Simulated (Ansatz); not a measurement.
## TaAs polymorphs, one row open

Level of theory: Ansatz 0.2.0, DFT PBE, scalar-relativistic, plane waves, PAW. Settings: cutoff 420 eV, Γ-centred meshes spaced at most about 0.3 Å⁻¹, and about 0.25 Å⁻¹ or finer for metals (2π included), Gaussian smearing. No spin polarisation.

These are static total energies at zero pressure. Rows are sorted by volume; energies count from the lowest form computed. Coordination counts As atoms around Ta (those within 1.25 times the shortest such distance or 1.15 times the sum of covalent radii).

```
row                          form             source  atoms  coordination  V (Å³/atom)  gap on mesh (eV)  ΔE (meV/atom)
  1  tungsten carbide type, P-6m2           invented      2          Ta 6         17.6                 0              1
  2                        I4_1md  Materials Project      4          Ta 6         17.6                 0              0
  3         rock salt type, Fm-3m           invented      2          Ta 6         18.3                 0            574
  4                        P6_3mc           invented      4          Ta 4         20.4                 0              ?
  5    anti-litharge type, P4/nmm           invented      4          Ta 4         26.4                 0            647
```

The cell of row 4:

```yaml
crystal:
  lattice:
    - [3.32997, 0.00000, 0.00000]
    - [-1.66498, 2.88384, 0.00000]
    - [0.00000, 0.00000, 8.50597]
  atoms:
    - { symbol: Ta, position: [0.33333, 0.66667, 0.04176] }
    - { symbol: Ta, position: [0.66667, 0.33333, 0.54176] }
    - { symbol: As, position: [0.33333, 0.66667, 0.34034] }
    - { symbol: As, position: [0.66667, 0.33333, 0.84034] }
```

Question: How far above the lowest form does the open row lie?

Answer: 0.78 eV/atom, which puts it above row 5, the highest in the table. Counting As atoms around Ta, row 4 has Ta 4 and the lowest form (row 2) has Ta 6.

Materials Project cells can be hypothetical, and an observed structure of this formula, if there is one, may be missing.

No dispersion correction is applied, so the spacing and binding between layers, chains or molecules are poorly described (P4/nmm), and this can change margins and order among such cells. Spin–orbit coupling, which can matter for Ta, is left out. Cells relaxed within their symmetry can be saddle points. Some candidate types were left out of the draw beforehand, so a known form may be missing.

The low energies belong to the two forms that combine sixfold coordination with trigonal-prismatic surroundings of Ta, the tungsten carbide type and I4_1md. Their difference of 1 meV/atom is too small to establish a preference, although I4_1md is the known structure of TaAs. Coordination number alone can't explain the ordering: rock salt also has Ta 6, yet lies at 574 meV/atom. Its octahedral field leaves the formally d² Ta(III) with a partly filled t2g-derived manifold, whereas the prism splits these levels and allows stronger d–d mixing, which probably favours covalent Ta–As bonding and lowers the occupied states.

The open row, at 0.78 eV/atom, shows the cost of a wurtzite-like network. Four As neighbours suit an sp³-bonded semiconductor, but here they probably make poor use of the Ta d orbitals, and the remaining d electrons prevent a simple closed-shell octet. Density is no substitute for this bonding argument, since row 4 is more compact than row 5 but higher in energy. The vanishing mesh gaps don't distinguish a semimetal from an ordinary metal.
